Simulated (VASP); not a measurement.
# Relaxed cell of C: a test of cutoff and mesh

How far does the relaxed cell of C depend on cutoff and k mesh? The starting structure is a measured crystal structure from the Crystallography Open Database. The first relaxation on each setting starts from this cell expanded by 3 % in volume.

Program: VASP 6.6.1. Level of theory: Kohn-Sham DFT with plane waves and PAW; PBEsol. Results are calculated unless marked as measured.

The database entry behind the starting cell differs from later determinations by our own check (about 0.1 % long), so it need not match the best structure at ambient conditions.

### Step 1. The starting structure

The structure is cubic, space group Fd-3m (No. 227). Conventional cell: a = 3.572 Å, b = 3.572 Å, c = 3.572 Å, α = 90.00°, β = 90.00°, γ = 90.00°. Nearest to C lie 4 C at 1.55 Å.

### Step 2. Reference relaxation

This run starts from the cell of an earlier relaxation, which isn't shown; the restart sets up the plane waves anew.

INCAR reads:

```
SYSTEM = C
PREC = Accurate
ENCUT = 520
EDIFF = 1E-06
NELM = 100
ISMEAR = 0
SIGMA = 0.03
LREAL = .FALSE.
ALGO = Normal
GGA = PS
NBANDS = 10
LORBIT = 11
LWAVE = .FALSE.
LCHARG = .FALSE.
KPAR = 4
IBRION = 2
NSW = 50
ISIF = 3
EDIFFG = -0.006
```

POSCAR reads:

```
C
1.0
    0.0000000000      1.7779982957      1.7779982957
    1.7779982957      0.0000000000      1.7779982957
    1.7779982957      1.7779982957      0.0000000000
C
2
Direct
    0.0000000000      0.0000000000      0.0000000000
    0.2500000000      0.2500000000      0.2500000000
```

KPOINTS reads:

```
Automatic mesh
0
Gamma
10 10 10
0 0 0
```

Potentials, in the order of the species: C (PBE family, release 64).

Command:

```bash
> mpirun -np 4 vasp_std
```

Output:

```text
[banner, memory and clock lines left out]
running    4 mpi-ranks, on    1 nodes
 distrk:  each k-point on    1 cores,    4 groups
 distr:  one band on    1 cores,    1 groups

 POSCAR found type information on POSCAR C
 POSCAR found :  1 types and       2 ions
|                                                                             |
|               ----> ADVICE to this user running VASP <----                  |
|                                                                             |
|     You enforced a specific xc type in the INCAR file but a different       |
|     [... a line on the potential file left out ...]
|     I HOPE YOU KNOW WHAT YOU ARE DOING!                                     |
|                                                                             |

 LDA part: xc-table for (Slater+PW92), standard interpolation
 POSCAR, INCAR and KPOINTS ok, starting setup
 FFT: planning ... GRIDC
 FFT: planning ... GRID_SOFT
 FFT: planning ... GRID
 WAVECAR not read
 entering main loop
       N       E                     dE             d eps       ncg     rms          rms(c)
DAV:   1    -0.643956818567E+00   -0.64396E+00   -0.48160E+03   964   0.786E+02
DAV:   2    -0.195661108186E+02   -0.18922E+02   -0.18061E+02  1346   0.128E+02
DAV:   3    -0.199299443075E+02   -0.36383E+00   -0.36290E+00  1110   0.136E+01
DAV:   4    -0.199306251220E+02   -0.68081E-03   -0.68079E-03  1034   0.703E-01
DAV:   5    -0.199306259553E+02   -0.83337E-06   -0.83345E-06  1064   0.237E-02    0.566E+00
DAV:   6    -0.194252535492E+02    0.50537E+00   -0.27816E-01   980   0.389E+00    0.334E+00
DAV:   7    -0.192492302833E+02    0.17602E+00   -0.32985E-01  1012   0.427E+00    0.703E-01
DAV:   8    -0.192497363696E+02   -0.50609E-03   -0.67872E-03   984   0.702E-01    0.287E-02
DAV:   9    -0.192497520085E+02   -0.15639E-04   -0.15778E-05  1150   0.379E-02    0.207E-02
DAV:  10    -0.192497597064E+02   -0.76978E-05   -0.33592E-06   988   0.176E-02    0.427E-03
DAV:  11    -0.192497595634E+02    0.14297E-06   -0.66010E-08   532   0.248E-03
   1 F= -.19249760E+02 E0= -.19249760E+02  d E =-.192498E+02
 curvature:   0.00 expect dE= 0.000E+00 dE for cont linesearch  0.000E+00
 trial: gam= 0.00000 g(F)=  0.346E-49 g(S)=  0.247E-04 ort = 0.000E+00 (trialstep = 0.100E+01)
 search vector abs. value=  0.247E-04
 bond charge predicted
       N       E                     dE             d eps       ncg     rms          rms(c)
DAV:   1    -0.192497647626E+02   -0.50562E-05   -0.49488E-04  1012   0.196E-01    0.204E-02
DAV:   2    -0.192497586408E+02    0.61217E-05   -0.62324E-06  1026   0.210E-02    0.112E-02
DAV:   3    -0.192497560187E+02    0.26221E-05   -0.41439E-06   976   0.148E-02    0.165E-03
DAV:   4    -0.192497559885E+02    0.30167E-07   -0.49454E-08   482   0.215E-03
   2 F= -.19249756E+02 E0= -.19249756E+02  d E =0.357490E-05
 trial-energy change:    0.000004  1 .order    0.000003   -0.000025    0.000032
 step:   0.4384(harm=  0.4384)  dis= 0.00000  next Energy=   -19.249765 (dE=-0.542E-05)
 bond charge predicted
       N       E                     dE             d eps       ncg     rms          rms(c)
DAV:   1    -0.192497673062E+02   -0.11288E-04   -0.15481E-04  1010   0.109E-01    0.114E-02
DAV:   2    -0.192497654827E+02    0.18235E-05   -0.19400E-06   970   0.117E-02    0.629E-03
DAV:   3    -0.192497648452E+02    0.63741E-06   -0.12766E-06   748   0.829E-03
   3 F= -.19249765E+02 E0= -.19249765E+02  d E =-.528185E-05
 curvature:  -0.22 expect dE=-0.121E-09 dE for cont linesearch -0.121E-09
 trial: gam=-0.00470 g(F)=  0.105E-46 g(S)=  0.553E-09 ort = 0.117E-06 (trialstep = 0.888E+00)
 search vector abs. value=  0.100E-09
 reached required accuracy - stopping structural energy minimisation
```

It took 5.6 s on 4 MPI ranks of AMD EPYC 7R43, shared host; peak memory 0.37 GiB.

The logs omit lines about the potential files and the build; timing stands in the text.

Parts of OUTCAR (step 2):

```text
ion  position               nearest neighbor table
   1  0.000  0.000  0.000-   2 1.54   2 1.54   2 1.54   2 1.54
   2  0.250  0.250  0.250-   1 1.54   1 1.54   1 1.54   1 1.54

  LATTYP: Found a face centered cubic cell.
 ALAT       =     3.5559965914

 Subroutine GETGRP returns: Found 48 space group operations
 (whereof 24 operations were pure point group operations)

The static configuration has the point symmetry T_d .
 The point group associated with its full space group is O_h .

 Found     47 irreducible k-points:

   k-points           NKPTS =     47   k-points in BZ     NKDIM =     47   number of bands    NBANDS=     10

   dimension x,y,z NGX =    20 NGY =   20 NGZ =   20
   dimension x,y,z NGXF=    40 NGYF=   40 NGZF=   40

   ENCUT  =  520.0 eV  38.22 Ry    6.18 a.u.   4.68  4.68  4.68*2*pi/ulx,y,z

   NELECT =       8.0000    total number of electrons

 k-points in reciprocal lattice and weights: Automatic mesh
   0.00000000  0.00000000  0.00000000       0.001
   0.10000000  0.00000000  0.00000000       0.008
   0.20000000  0.00000000  0.00000000       0.008
   0.30000000  0.00000000  0.00000000       0.008
   0.40000000  0.00000000  0.00000000       0.008
   0.50000000  0.00000000  0.00000000       0.004
   0.10000000  0.10000000  0.00000000       0.006
   0.20000000  0.10000000  0.00000000       0.024
   0.30000000  0.10000000  0.00000000       0.024
[...]
-0.30000000  0.40000000  0.20000000       0.024
  -0.30000000  0.50000000  0.20000000       0.012

 average (electrostatic) potential at core
       1 -45.3593       2 -45.3593

 E-fermi :  10.0029

 k-point     1 :       0.0000    0.0000    0.0000
  band No.  band energies     occupation
      1     -11.8039      2.00000
      2       9.8323      2.00000
      3       9.8323      2.00000
      4       9.8323      2.00000
      5      15.3947      0.00000
      6      15.3947      0.00000
      7      15.3947      0.00000
      8      23.3944      0.00000
      9      28.8989      0.00000
    ...

 k-point     2 :       0.1000    0.0000    0.0000
  band No.  band energies     occupation
      1     -11.5246      2.00000
      2       8.1341      2.00000
      3       9.3775      2.00000
      4       9.3775      2.00000
      5      15.9909      0.00000
      6      15.9909      0.00000
      7      16.3585      0.00000
      8      23.6074      0.00000
      9      29.3542      0.00000
    ...

 k-point     3 :       0.2000    0.0000    0.0000
  band No.  band energies     occupation
      1     -10.6919      2.00000
      2       4.8959      2.00000
      3       8.4894      2.00000
      4       8.4894      2.00000
      5      17.1315      0.00000
      6      17.1315      0.00000
      7      17.6006      0.00000
      8      24.1884      0.00000
      9      30.1398      0.00000
    ...

  Total        0.0000874      0.0000874      0.0000874     -0.0000000      0.0000000     -0.0000000
  in kB        0.0124500      0.0124500      0.0124500     -0.0000000      0.0000000     -0.0000000
  external PRESSURE =       0.0124500 kB  Pullay stress =       0.0000000 kB

  energy-cutoff  :      520.00
  volume of cell :       11.25
      direct lattice vectors                 reciprocal lattice vectors
    -0.000000000  1.778345937  1.778345937    -0.281160144  0.281160144  0.281160144
     1.778345937 -0.000000000  1.778345937     0.281160144 -0.281160144  0.281160144
     1.778345937  1.778345937  0.000000000     0.281160144  0.281160144 -0.281160144

 POSITION                                       TOTAL-FORCE (eV/Angst)
 -----------------------------------------------------------------------------------
      0.00000     -0.00000      0.00000        -0.000000     -0.000000     -0.000000
      0.88917      0.88917      0.88917         0.000000      0.000000      0.000000
 -----------------------------------------------------------------------------------
    total drift:                                0.000000      0.000000      0.000000

  FREE ENERGIE OF THE ION-ELECTRON SYSTEM (eV)
  ---------------------------------------------------
  free  energy   TOTEN  =       -19.2497648452 eV

  energy  without entropy=      -19.2497648452  energy(sigma->0) =      -19.24976485

 reached required accuracy - stopping structural energy minimisation

 total charge
# of ion       s       p       d       tot
------------------------------------------
    1        0.825   1.751   0.000   2.576
    2        0.825   1.751   0.000   2.576
--------------------------------------------------
tot          1.650   3.503   0.000   5.153

[... 3 further parts left out ...]
```

CONTCAR:

```
C
   1.00000000000000
    -0.0000000000000000    1.7783459367318790    1.7783459367318790
     1.7783459367318790   -0.0000000000000000    1.7783459367318790
     1.7783459367318790    1.7783459367318790    0.0000000000000000
  C
     2
Direct
     0.0000000000000000    0.0000000000000000    0.0000000000000000
     0.2500000000000000    0.2500000000000000    0.2500000000000000
```

The PAW data sets were made with PBE, which is usual practice but a small mismatch for other functionals. The run keeps the 48 symmetry operations of its start, so it cannot find a distortion of lower symmetry.

The reference relaxation ends at 5.624 Å³ an atom. Pressures at 0.985 and 1.015 times this volume, from two more relaxations that aren't shown, give a bulk modulus of 451.2 GPa.

### Step 3. Relaxation with a cutoff of 400 eV

Against step 2 the input has ENCUT = 400. This run starts from the cell of an earlier relaxation, which isn't shown; the restart sets up the plane waves anew.

INCAR: that of step 2 with these lines changed.

```diff
@@ -2,3 +2,3 @@
 PREC = Accurate
-ENCUT = 520
+ENCUT = 400
 EDIFF = 1E-06
```

POSCAR reads:

```
C
1.0
    0.0000000000      1.7740767091      1.7740767091
    1.7740767091      0.0000000000      1.7740767091
    1.7740767091      1.7740767091      0.0000000000
C
2
Direct
    0.0000000000      0.0000000000      0.0000000000
    0.2500000000      0.2500000000      0.2500000000
```

KPOINTS is that of step 2.

Command:

```bash
> mpirun -np 4 vasp_std
```

Output:

```text
[banner, memory and clock lines left out]
running    4 mpi-ranks, on    1 nodes
[...]
[... a notice as in an earlier step ...]

 LDA part: xc-table for (Slater+PW92), standard interpolation
 POSCAR, INCAR and KPOINTS ok, starting setup
[...]
entering main loop
       N       E                     dE             d eps       ncg     rms          rms(c)
DAV:   1    -0.615209387253E+01   -0.61521E+01   -0.42823E+03   996   0.641E+02
DAV:   2    -0.196619149963E+02   -0.13510E+02   -0.13061E+02  1274   0.996E+01
DAV:   3    -0.199401073189E+02   -0.27819E+00   -0.27747E+00  1086   0.110E+01
DAV:   4    -0.199409452718E+02   -0.83795E-03   -0.83788E-03  1016   0.545E-01
[...]
DAV:   9    -0.192560662766E+02   -0.15885E-04   -0.15707E-05  1158   0.364E-02    0.208E-02
DAV:  10    -0.192560740170E+02   -0.77404E-05   -0.32896E-06   986   0.173E-02    0.452E-03
DAV:  11    -0.192560738646E+02    0.15234E-06   -0.66371E-08   542   0.245E-03
   1 F= -.19256074E+02 E0= -.19256074E+02  d E =-.192561E+02
[...]
N       E                     dE             d eps       ncg     rms          rms(c)
DAV:   1    -0.192561101038E+02   -0.36087E-04   -0.86969E-03  1008   0.801E-01    0.875E-02
DAV:   2    -0.192560049322E+02    0.10517E-03   -0.10666E-04  1020   0.855E-02    0.484E-02
DAV:   3    -0.192559624978E+02    0.42434E-04   -0.70951E-05   992   0.609E-02    0.688E-03
DAV:   4    -0.192559625280E+02   -0.30201E-07   -0.81253E-07   766   0.848E-03
   2 F= -.19255963E+02 E0= -.19255963E+02  d E =0.111337E-03
 trial-energy change:    0.000111  1 .order    0.000114   -0.000459    0.000688
 step:   0.4003(harm=  0.4003)  dis= 0.00000  next Energy=   -19.256166 (dE=-0.919E-04)
[...]
N       E                     dE             d eps       ncg     rms          rms(c)
DAV:   1    -0.192562205530E+02   -0.25806E-03   -0.31093E-03  1010   0.478E-01    0.526E-02
DAV:   2    -0.192561826144E+02    0.37939E-04   -0.38052E-05  1020   0.510E-02    0.291E-02
DAV:   3    -0.192561668869E+02    0.15727E-04   -0.25395E-05   992   0.365E-02    0.399E-03
DAV:   4    -0.192561668068E+02    0.80090E-07   -0.29027E-07   480   0.509E-03
   3 F= -.19256167E+02 E0= -.19256167E+02  d E =-.929421E-04
[...]
reached required accuracy - stopping structural energy minimisation
```

Elapsed: 4 s, on 4 MPI ranks; peak memory 0.31 GiB.

OUTCAR, selected parts (step 3):

```text
  Total       -0.0007251     -0.0007251     -0.0007251      0.0000000      0.0000000     -0.0000000
  in kB       -0.1042707     -0.1042707     -0.1042707      0.0000000      0.0000000     -0.0000000
  external PRESSURE =      -0.1042707 kB  Pullay stress =       0.0000000 kB

 POSITION                                       TOTAL-FORCE (eV/Angst)
 -----------------------------------------------------------------------------------
      0.00000      0.00000      0.00000         0.000000      0.000000     -0.000000
      0.88636      0.88636      0.88636        -0.000000     -0.000000      0.000000
 -----------------------------------------------------------------------------------
    total drift:                                0.000000      0.000000      0.000000

  FREE ENERGIE OF THE ION-ELECTRON SYSTEM (eV)
  ---------------------------------------------------
  free  energy   TOTEN  =       -19.2561668068 eV

  energy  without entropy=      -19.2561668068  energy(sigma->0) =      -19.25616681

[... 2 parts as in an earlier step ...]

[... 2 further parts left out ...]
[key lines of the parts left out:]
E-fermi :  10.1210
```

With a cutoff of 400 eV the cell ends at 5.571 Å³ an atom, -0.95 % from the reference; the bulk modulus is 469.7 GPa against 451.2 GPa.

### Step 4. Relaxation with a 6×6×6 mesh

Against step 2 the input has a 6×6×6 mesh. This run starts from the cell of an earlier relaxation, which isn't shown; the restart sets up the plane waves anew.

INCAR: that of step 3 with these lines changed.

```diff
@@ -2,3 +2,3 @@
 PREC = Accurate
-ENCUT = 400
+ENCUT = 520
 EDIFF = 1E-06
```

POSCAR reads:

```
C
1.0
    0.0000000000      1.7780802257      1.7780802257
    1.7780802257      0.0000000000      1.7780802257
    1.7780802257      1.7780802257      0.0000000000
C
2
Direct
    0.0000000000      0.0000000000      0.0000000000
    0.2500000000      0.2500000000      0.2500000000
```

KPOINTS reads:

```
Automatic mesh
0
Gamma
6 6 6
0 0 0
```

Command:

```bash
> mpirun -np 4 vasp_std
```

Output:

```text
[... set-up lines as in an earlier step ...]
 entering main loop
       N       E                     dE             d eps       ncg     rms          rms(c)
DAV:   1    -0.235210990698E+01   -0.23521E+01   -0.49678E+03   328   0.804E+02
DAV:   2    -0.195953403883E+02   -0.17243E+02   -0.16565E+02   450   0.124E+02
DAV:   3    -0.199227155988E+02   -0.32738E+00   -0.32647E+00   368   0.129E+01
DAV:   4    -0.199233590112E+02   -0.64341E-03   -0.64339E-03   362   0.711E-01
[...]
DAV:   9    -0.192399702024E+02   -0.16559E-04   -0.17435E-05   390   0.396E-02    0.205E-02
DAV:  10    -0.192399778478E+02   -0.76453E-05   -0.33882E-06   330   0.176E-02    0.449E-03
DAV:  11    -0.192399776935E+02    0.15429E-06   -0.73426E-08   180   0.260E-03
   1 F= -.19239978E+02 E0= -.19239978E+02  d E =-.192400E+02
[...]
N       E                     dE             d eps       ncg     rms          rms(c)
DAV:   1    -0.192399833275E+02   -0.54798E-05   -0.53661E-04   334   0.204E-01    0.212E-02
DAV:   2    -0.192399766969E+02    0.66307E-05   -0.67114E-06   338   0.219E-02    0.117E-02
DAV:   3    -0.192399738497E+02    0.28472E-05   -0.44933E-06   330   0.155E-02    0.171E-03
DAV:   4    -0.192399738174E+02    0.32279E-07   -0.54123E-08   160   0.223E-03
   2 F= -.19239974E+02 E0= -.19239974E+02  d E =0.387607E-05
 trial-energy change:    0.000004  1 .order    0.000004   -0.000027    0.000034
 step:   0.4383(harm=  0.4383)  dis= 0.00000  next Energy=   -19.239984 (dE=-0.589E-05)
[...]
N       E                     dE             d eps       ncg     rms          rms(c)
DAV:   1    -0.192399861176E+02   -0.12268E-04   -0.16786E-04   334   0.114E-01    0.119E-02
DAV:   2    -0.192399841321E+02    0.19855E-05   -0.20890E-06   312   0.122E-02    0.657E-03
DAV:   3    -0.192399834371E+02    0.69501E-06   -0.13767E-06   244   0.866E-03
   3 F= -.19239983E+02 E0= -.19239983E+02  d E =-.574359E-05
[...]
reached required accuracy - stopping structural energy minimisation
```

Wall time 3.6 s (4 MPI ranks); peak memory 0.36 GiB; 12 s of CPU time.

From OUTCAR (step 4):

```text
  Total        0.0000456      0.0000456      0.0000456      0.0000000      0.0000000     -0.0000000
  in kB        0.0065013      0.0065013      0.0065013      0.0000000      0.0000000     -0.0000000
  external PRESSURE =       0.0065013 kB  Pullay stress =       0.0000000 kB

 POSITION                                       TOTAL-FORCE (eV/Angst)
 -----------------------------------------------------------------------------------
      0.00000      0.00000      0.00000        -0.000000     -0.000000     -0.000000
      0.88922      0.88922      0.88922         0.000000      0.000000      0.000000
 -----------------------------------------------------------------------------------
    total drift:                                0.000000      0.000000      0.000000

  FREE ENERGIE OF THE ION-ELECTRON SYSTEM (eV)
  ---------------------------------------------------
  free  energy   TOTEN  =       -19.2399834371 eV

  energy  without entropy=      -19.2399834371  energy(sigma->0) =      -19.23998344

[... 1 part as in an earlier step ...]

[... 3 further parts left out ...]
[key lines of the parts left out:]
E-fermi :  10.0411
```

With a 6×6×6 mesh the cell ends at 5.625 Å³ an atom, +0.02 % from the reference; the bulk modulus is 451.4 GPa against 451.2 GPa.

(Continued in part 2 of 2.)

[Lines on the potential files, build, host, timing and source positions are cut from VASP's logs without a mark.]

[Logs are printed without paths, hosts, clocks, repeated set-up lines and the standing remarks that a program may print on its own settings, such as how far it seeks lower states.]

[Hosts, paths, dates, database ids (printed as entryN), source tags and the programs' standing remarks are cut or masked in the printed files.]
